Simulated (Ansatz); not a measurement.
Crystal: BAs.

```xyz
2
Lattice="3.2359 0.0000 0.0000 0.0000 3.2359 0.0000 0.0000 0.0000 3.2359" Properties=species:S:1:pos:R:3 pbc="T T T"
B     0.0000    0.0000    0.0000
As    1.6179    1.6179    1.6179
```

The cell was built by a generator and needn't be a form met in nature.

Base run:

```yaml
Program: Ansatz 0.2.0
Functional: revPBE
Potentials_or_basis: Ansatz PAW
Cutoff: "420 eV (not typed: the program's choice for these potentials)"
k_mesh: 8 × 8 × 8
Occupations: fermi-dirac, width 0.05 eV
Spin: no spin polarisation
```

Its results: band gap on the k mesh none (metal or under the smearing width); pressure -13.8 GPa.

Question: The run is repeated on the same cell with these changes: functional from revPBE to BLYP. What comes out?

Answer: Band gap on the k mesh none (metal or under the smearing width); pressure -8.0 GPa.

Caveats: the PAW data sets come from PBE, with cores solved anew for the run's functional, which leaves a small shift of forces and pressure.
